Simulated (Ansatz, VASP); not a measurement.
## Two plane-wave programs on Ti

```
CELL_PARAMETERS angstrom
2.55631 0.00000 0.00000
0.00000 2.55631 0.00000
0.00000 0.00000 2.55631
ATOMIC_POSITIONS crystal
Ti 0.00000 0.00000 0.00000
```

The cell was built by a generator and needn't be a form met in nature.

Alike in both runs: functional LDA; k mesh 12 × 12 × 12; occupations fermi-dirac, width 0.1 eV; no spin polarisation.

Ansatz relaxed the structure, and its values are those at the end. VASP's run is a single point on that final structure, the one shown.

|  | VASP | Ansatz |
| --- | --- | --- |
| version | VASP 6.6.1 | Ansatz 0.2.0 |
| potentials or method | VASP PAW LDA potentials, release 64 (Ti_sv) | plane waves (420 eV) with PAW, scalar-relativistic |
| plane-wave cutoff (eV) | 520 | 420 |
| valence electrons in the cell | 12 | 12 |

```tsv
	VASP	Ansatz	Ansatz less VASP
pressure (GPa)	0.0	0.0	0.00
```

Ansatz warned: «pseudo_functional_mismatch».
